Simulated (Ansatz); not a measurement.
# MgSe: how the settings move a single-point run

How sensitive is a single-point run of MgSe to its settings? A reference run comes first, then one run with altered input.

The COD entry's cell or inner coordinates are ideal or old and differ from later refinements, so a difference from it is no clean test against experiment.

Method: reference: DFT, PBEsol, PAW with Ansatz's default frozen-core files, scalar-relativistic; levels and slopes on a fine mesh, independent-particle optical spectra, in Ansatz 0.2.0.

## 1. The starting structure

Symmetry: Fm-3m, No. 225, cubic system. Conventional cell: a = 5.451 Å, b = 5.451 Å, c = 5.451 Å, α = 90.00°, β = 90.00°, γ = 90.00°. Mg (site symmetry m-3m) is surrounded by 6 Se at 2.73 Å. Se (site symmetry m-3m) is surrounded by 6 Mg at 2.73 Å.

Structure file:

```
Mg Se
1.0
     0.00000    2.72550    2.72550
     2.72550    0.00000    2.72550
     2.72550    2.72550    0.00000
Mg Se
1 1
Direct
  0.00000 0.00000 0.00000
  0.50000 0.50000 0.50000
```

## 2. Baseline

input.yaml reads:

```yaml
crystal:
  lattice:
    - [0.0, 2.7255, 2.7255]
    - [2.7255, 0.0, 2.7255]
    - [2.7255, 2.7255, 0.0]
  atoms:
    - { symbol: Mg, position: [0.0, 0.0, 0.0] }
    - { symbol: Se, position: [0.5, 0.5, 0.5] }
kpoints:
  mp_grid: { grid: [8, 8, 8] }
scf:
  occupations: { method: fixed }
hamiltonian:
  xc: pbesol
  pseudopotentials: { kind: paw }
output:
  forces: true
  stress: true
  eigenvalues: true
  eigenstates:
    nscf_kmesh: { grid: [12, 12, 12] }
    de_dk: true
    e_range: [-9, 11.77507726863]
  optics:
    e_range: [0, 20]
    de: 0.2
    sigma: 0.25
    bands: { spectra_wanted_up_to: 20 }
    nscf_kmesh: { grid: [12, 12, 12] }
checkpoint:
  write: ck
  write_wavefunctions: false
```

The run is started by

```sh
$ ansatz run input.yaml --threads 1 --pin off --max-ram 3072MiB --backend cpu --events-out ev --progress --plain --runs-dir out
```

Excerpt of the output:

```text
[...]
Basis set: ecut = 420 eV, 749 PW (Γ), exchange–correlation on 54×54×54 points (8 copies of the dense FFT grid, shifted against one another)
[...]
k-points: 29 of 512
[...]
SCF iter   1: F=—  HF=-7338.785789 eV  |F-HF|=—  |Δ(HF+E_count)|=         —  Δρ=2.53e-3  dr2=3.15e-3  ethr=1.77e-3  ⟨swp⟩=4.8  Hψ=2093  notcnv=0  defer=43
preconditioner: auto → none  [insulator: Δε(μ)=1.737 eV  Ē_g=11.215 eV  n_scr=14 (ndim 8)  ℏωp=16.5 eV  f_vac=0.000  ε∞_Penn≈3.2]
SCF iter   2: F=—  HF=-7338.783839 eV  |F-HF|=—  |Δ(HF+E_count)|=   1.95e-3  Δρ=1.04e-3  dr2=3.17e-4  ethr=1.21e-5  ⟨swp⟩=3.0  Hψ=1091  notcnv=0  defer=53
[...]
SCF iter   7: F=—  HF=-7338.783843 eV  |F-HF|=—  |Δ(HF+E_count)|=  6.64e-11  Δρ=1.44e-7  dr2=1.42e-11  ethr=1.00e-12  ⟨swp⟩=2.0  Hψ=841  notcnv=0
SCF iter   8: F=-7338.783843 eV  HF=-7338.783843 eV  |F-HF|=5.46e-12  |Δ(HF+E_count)|=  1.82e-12  Δρ=6.11e-8  dr2=2.31e-12  ethr=1.00e-12  ⟨swp⟩=6.0  Hψ=2184  notcnv=0
[...]
SCF converged after 8 iterations
Free energy (F): -7338.783843 eV
[...]
E sigma→0 (E₀):  -7338.783843 eV
Fermi energy:    7.675452 eV
[...]
  P = ⅓ Tr σ = -0.0455 GPa (-0.455 kbar)
[...]
```

Wall time 24 s (1 thread of Arm Neoverse V2, shared host); peak memory 0.6 GiB.

## 3. Changing settings: mp_grid.grid [3, 3, 3], preconditioner kerker

Edit input.yaml of step 2 so:

```diff
@@ -9,5 +9,6 @@
 kpoints:
-  mp_grid: { grid: [8, 8, 8] }
+  mp_grid: { grid: [3, 3, 3] }
 scf:
   occupations: { method: fixed }
+  mixing: { preconditioner: kerker }
 hamiltonian:
```

The run is started by

```sh
$ ansatz run input.yaml --threads 1 --pin off --max-ram 3072MiB --backend cpu --events-out ev --progress --plain --runs-dir out
```

What it wrote:

```text
Engine: ansatz 0.2.0
Pseudopotentials: kind: paw
Pseudopotential: Mg, paw, valence charge 10, recommended cutoff 420 eV (normal), Mg.paw.azcp
Pseudopotential: Se, paw, valence charge 16, recommended cutoff 420 eV (normal), Se.paw.azcp
Functional definition: PBEsol
  exchange = pbesol_x
  correlation = pbesol_c
Crystal: 2 atoms, lattice volume = 40.492 Å³
Basis set: ecut = 420 eV, 749 PW (Γ), exchange–correlation on 54×54×54 points (8 copies of the dense FFT grid, shifted against one another)
Bands: 17, of which v1, the nominal top of the filled ones, is band 13 counted from 1 (12 counted from 0)
Symmetry: 48 space group operations
Space group: Fm-3m (ITA 225), of the structure as read, at distance tolerance 3.4e-5 Å
k-points: 4 of 27
Non-local potential: Mg, projectors of the file, l = 0: 3, l = 1: 2, l = 2: 1
Non-local potential: Se, projectors of the file, l = 0: 2, l = 1: 2, l = 2: 3, l = 3: 1
PAW form: soft (Blöchl's): semilocal exchange-correlation on the pseudo side does not see the compensation charge
PAW frozen core: Mg, regenerated for the run's functional, and the local potential with it (the file was generated under x = pbe(κ = 0.804, μ = 0.2195149727645171), c = pbe(β = 0.06672455060314922))
PAW frozen core: Se, regenerated for the run's functional, and the local potential with it (the file was generated under x = pbe(κ = 0.804, μ = 0.2195149727645171), c = pbe(β = 0.06672455060314922))
PAW one-centre angular grid: Mg, 110 points (default); XC on 64 Gauss nodes
PAW one-centre angular grid: Se, 590 points (default); XC on 64 Gauss nodes
Initial density: superposition of atomic densities (neutral atoms: chi_scale 0, normalization atom), corrected by the library's trained network
Initial wavefunctions: pseudopotential atomic-orbital guess
Functional: x = pbesol(κ = 0.804, μ = 0.12345679012345678), c = pbesol(β = 0.046)
SCF iter   1: F=—  HF=-7338.474186 eV  |F-HF|=—  |Δ(HF+E_count)|=         —  Δρ=3.52e-3  dr2=6.94e-3  ethr=1.77e-3  ⟨swp⟩=4.8  Hψ=289  notcnv=0  defer=4
SCF iter   2: F=—  HF=-7338.471483 eV  |F-HF|=—  |Δ(HF+E_count)|=   2.70e-3  Δρ=1.66e-3  dr2=1.94e-3  ethr=2.67e-5  ⟨swp⟩=2.0  Hψ=111  notcnv=0  defer=7
SCF iter   3: F=—  HF=-7338.470780 eV  |F-HF|=—  |Δ(HF+E_count)|=   7.02e-4  Δρ=5.46e-4  dr2=2.43e-4  ethr=7.45e-6  ⟨swp⟩=2.8  Hψ=127  notcnv=0  defer=5
SCF iter   4: F=—  HF=-7338.470700 eV  |F-HF|=—  |Δ(HF+E_count)|=   8.06e-5  Δρ=2.37e-4  dr2=2.70e-5  ethr=9.35e-7  ⟨swp⟩=2.0  Hψ=127  notcnv=0  defer=5
SCF iter   5: F=—  HF=-7338.470699 eV  |F-HF|=—  |Δ(HF+E_count)|=   6.14e-7  Δρ=8.40e-5  dr2=2.11e-6  ethr=1.04e-7  ⟨swp⟩=2.8  Hψ=121  notcnv=0  defer=3
SCF iter   6: F=—  HF=-7338.470697 eV  |F-HF|=—  |Δ(HF+E_count)|=   2.19e-6  Δρ=1.48e-5  dr2=1.15e-7  ethr=8.11e-9  ⟨swp⟩=2.2  Hψ=90  notcnv=0
SCF iter   7: F=—  HF=-7338.470697 eV  |F-HF|=—  |Δ(HF+E_count)|=   3.23e-8  Δρ=4.65e-6  dr2=1.27e-8  ethr=4.43e-10  ⟨swp⟩=2.0  Hψ=116  notcnv=0
SCF iter   8: F=—  HF=-7338.470697 eV  |F-HF|=—  |Δ(HF+E_count)|=   6.22e-9  Δρ=1.13e-6  dr2=8.32e-10  ethr=4.87e-11  ⟨swp⟩=2.0  Hψ=116  notcnv=0
SCF iter   9: F=—  HF=-7338.470697 eV  |F-HF|=—  |Δ(HF+E_count)|=  2.32e-10  Δρ=2.43e-7  dr2=4.01e-11  ethr=3.20e-12  ⟨swp⟩=3.0  Hψ=116  notcnv=0
SCF iter  10: F=-7338.470697 eV  HF=-7338.470697 eV  |F-HF|=1.82e-12  |Δ(HF+E_count)|=  3.64e-12  Δρ=3.52e-8  dr2=6.89e-13  ethr=1.00e-12  ⟨swp⟩=6.8  Hψ=342  notcnv=0
SCF 1 converged in 10 iterations: F = -7338.470697 eV  dr2 = 6.89e-13
NSCF: frozen V_eff on 72 k-points
Optics k sum: 0 of 72 k-points
[...]
NSCF: frozen V_eff on 1 k-points
NSCF: frozen V_eff on 72 k-points
output.optics: what the bands over the 35 summed would add to eps1, eps2 and the energy-loss function is held between a lower and an upper bound (5 Lanczos steps). eps1, eps2 and their loss function (loss_summed_bands) are given on every row as the summed bands alone make them. Along an axis, on a row where the two bounds hold the loss function to about 1 % of the greater of itself and 0.5 % of |1/eps|, its cell (loss_completed) is given, with the completed eps1 and eps2 that it is formed of (a cell that is left empty reads nan in the table and null in the record). The two bounds hold it so along every axis on all 101 rows up to 20.000 eV. The run works to bound the rows up to 20.000 eV and no higher ones: a peak of the loss function over that energy may be left empty with no warning. To have the run work for it, set output.optics.bands.spectra_wanted_up_to to a higher energy. perfect_screening_sum, loss_f_sum_n_eff and, beside carriers, perfect_screening_limit are those of loss_summed_bands: over the bounded function the two sums would run over rows that are not all bounded, and lack what the bands left out lay past the top of the energy grid. Bounded is said of the bands left out alone, which are those that the basis at basis.ecutwfc holds: it says nothing of that cutoff, of the k-point mesh, of what the sum inside its cells errs by (eps2_relative_error), of the factors of all_electron_strengths, nor of how far the SCF is converged. The bands left out are taken at the k-points, and what their mean over the points' cells stands off that by is in neither bound: the run's estimate of it, which the test of a row counts in, is 0.01 % of |eps| at the most among the values given; where the mean stood off by over 0.5 % the points' spread read 0.1 to 3 times that
SCF converged after 10 iterations
Free energy (F): -7338.470697 eV
Harris-Foulkes:  -7338.470697 eV  (|F-HF|=1.82e-12)
Internal energy: -7338.470697 eV  (E = F + TS)
E sigma→0 (E₀):  -7338.470697 eV
Fermi energy:    7.787160 eV
--- Per-component energies (eV) ---
  E_band       = -698.963684
  E_kinetic    = 198.142885
  E_local      = -3828.160429  (includes V_loc(G=0)·N_el)
  E_nonlocal   = -498.149294
  E_hartree    = 1687.550868
  E_xc         = -133.809078
  E_vxc        = -137.686791  (∫ρ·V_xc dr)
  E_paw        = -2148.654474  (= ΣΔE_a)
  E_vpaw       = 191.788813  (= ΣTr[D̂ρ^β])
  E_aug_tail   = -0.000610  (compensation charges beyond the density's cutoff)
  E_ewald      = -2616.457878
  E_core_change = 1.067313  (= ΣΔE_core)
  E_smearing   = -0.000000  (= −TS)
  E_closure    = -0.000000  (closes the sum)
  Σ components = -7338.470697   (vs F -7338.470697, Δ=0.00e0)
--- Forces (eV/Å), atoms counted from 1 ---
  atom   1  Mg    -0.00000000     0.00000000    -0.00000000
  atom   2  Se    -0.00000000     0.00000000     0.00000000
  max |Σ_I F_I| component: 1.94e-30 eV/Å
--- Stress (GPa, compression-positive) ---
        1.643567       0.000000       0.000000
        0.000000       1.643567       0.000000
       -0.000000      -0.000000       1.643567
  P = ⅓ Tr σ = 1.6436 GPa (16.436 kbar)
--- Band table (eV) ---
  k-point 0: bands = ["-67.3759", "-38.3404", "-38.3404", "-38.3342", "-38.3342", "-38.3342", "-34.3157", "-34.3157", "-34.3157", "-5.1798", "7.7872", "7.7872", "7.7872", "10.2321", "15.0592", "15.0592", "15.0592"]
  k-point 1: bands = ["-67.3758", "-38.3405", "-38.3405", "-38.3341", "-38.3339", "-38.3339", "-34.3184", "-34.3157", "-34.3157", "-4.3803", "3.6916", "7.3211", "7.3211", "11.6247", "14.2039", "14.2039", "16.2851"]
  k-point 2: bands = ["-67.3758", "-38.3406", "-38.3401", "-38.3344", "-38.3337", "-38.3337", "-34.3179", "-34.3167", "-34.3167", "-4.1410", "4.1705", "6.3173", "6.3173", "10.5609", "12.0783", "16.7752", "18.3627"]
  k-point 3: bands = ["-67.3758", "-38.3405", "-38.3404", "-38.3340", "-38.3338", "-38.3337", "-34.3180", "-34.3180", "-34.3163", "-3.7655", "3.9275", "4.3058", "6.5700", "11.2109", "14.9904", "15.7945", "16.6562"]
--- Fermi surface from the table of eigenstates not read: on its mesh, or on one of the eight of every second point, the electrons fill whole bands (an insulator's do; a metal wants a denser output.eigenstates.nscf_kmesh) ---
```

Wall time 22 s (1 thread of Arm Neoverse V2, shared host); peak memory 0.59 GiB.

Changing the k-point mesh and mixing moves the energy by +156.6 meV/atom, and the pressure goes from 0.0 to 1.6 GPa and the gap on the mesh goes from 1.77 to 2.44 eV. Sampling errors of the energy have no fixed sign. Of the settings changed, the mesh is the one that moves energies this far. A gap read on a mesh depends on which points the mesh holds, and a coarse mesh shifts the density too. The variant is not converged in its settings.

## 4. Side by side

```
                                             run     ending    energy change  pressure (GPa)  gap (eV)  force (eV/Å)  cycles  time
                                       reference  converged                0             0.0      1.77          0.00       -  24 s
1: mp_grid.grid [3, 3, 3], preconditioner kerker  converged  +156.6 meV/atom             1.6      2.44          0.00      10  22 s
```

Residual by cycle in the longest SCF loop of each run; runs are numbered as in the table. The quantity is the density residual dr2, in eV.

```
cycle  reference    run 1
    1    0.00315  0.00694
    2     3.2e-4  0.00194
    3     1.9e-5   2.4e-4
    4     7.1e-7   2.7e-5
    5     1.0e-9   2.1e-6
    6    1.4e-10   1.1e-7
    7    1.4e-11   1.3e-8
    8    2.3e-12  8.3e-10
    9          -  4.0e-11
   10          -  6.9e-13
```

What this shows: Changing the k-point mesh and mixing moves the energy by +156.6 meV/atom, and the pressure goes from 0.0 to 1.6 GPa and the gap on the mesh goes from 1.77 to 2.44 eV. The energy is not variational in the mesh, so the sign tells nothing. Of the settings changed, the mesh is the one that moves energies this far. A gap read on a mesh depends on which points the mesh holds, and a coarse mesh shifts the density too.

The gaps are Kohn-Sham values of a semilocal functional, not quasiparticle or optical gaps. Such gaps usually fall short of the measured ones.
